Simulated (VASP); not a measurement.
# P: relaxation of cell and atoms with PBE+D3(BJ)

The system is P.

```
CELL_PARAMETERS angstrom
1.65800 -5.09742 0.00000
1.65800 5.09742 0.00000
0.00000 0.00000 4.18058
ATOMIC_POSITIONS crystal
P 0.89397 0.10603 0.07298
P 0.60603 0.39397 0.57298
P 0.10603 0.89397 0.92702
P 0.39397 0.60603 0.42702
```

- Program: VASP 6.6.1
- Task: relaxation of cell and atoms
- Functional: PBE
- Dispersion: D3(BJ)
- Potentials or basis: VASP PAW PBE potentials, release 64 (P)
- Cutoff: 600 eV
- k mesh: 10 × 10 × 8
- Occupations: gaussian, width 0.03 eV
- Spin: no spin polarisation
- Further INCAR settings: ALGO = Normal; EDIFF = 1e-07; IBRION = 2; EDIFFG = -0.005; NSW = 90; ISIF = 3

```json
{"Pressure after relaxing": "0.0 GPa", "Largest force after relaxing": "0.003 eV/Å", "Band gap on the k mesh": "none (metal or under the smearing width)", "Dispersion energy per atom": "-0.397 eV"}
```

Forces in eV/Å, atoms in the order of the input:
```
P    0.000 -0.001 -0.003
P    0.000  0.001 -0.003
P    0.000  0.001  0.003
P    0.000 -0.001  0.003
```

Final structure:
```cif
data_structure
_symmetry_space_group_name_H-M 'P 1'
_symmetry_Int_Tables_number 1
_cell_length_a 5.3603
_cell_length_b 5.3603
_cell_length_c 4.1806
_cell_angle_alpha 90.000
_cell_angle_beta 90.000
_cell_angle_gamma 143.964
_cell_volume 70.66
loop_
_atom_site_label
_atom_site_type_symbol
_atom_site_fract_x
_atom_site_fract_y
_atom_site_fract_z
_atom_site_occupancy
P1 P 0.89397 0.10603 0.07298 1
P2 P 0.60603 0.39397 0.57298 1
P3 P 0.10603 0.89397 0.92702 1
P4 P 0.39397 0.60603 0.42702 1
```

Levels at points of the mesh, in eV from the Fermi level:
```tsv
k point	band 8	band 9	band 10	band 11	band 12	band 13
(0.00, 0.00, 0.00)	-2.95	-2.74	-1.47	0.91	1.15	1.82
(0.50, 0.00, 0.00)	-3.31	-2.75	-2.75	0.75	0.75	1.01
(0.50, 0.50, 0.00)	-2.26	-1.87	-0.41	0.40	0.56	2.39
(0.00, 0.00, 0.50)	-3.18	-0.98	-0.98	1.40	1.40	2.19
(0.50, 0.00, 0.50)	-5.84	-2.17	-2.17	1.54	1.54	4.61
(0.50, 0.50, 0.50)	-2.51	-1.35	-1.35	1.27	1.27	2.66
```

It took 3.7 min on 1 thread of Intel(R) Xeon(R) Platinum 8488C (Sapphire Rapids), with other jobs on the host, peak memory 0.34 GiB.

Caveat: the relaxation stopped at its first step, so nothing moved; pairwise dispersion overbinds metals, which lowers pressure and volume.
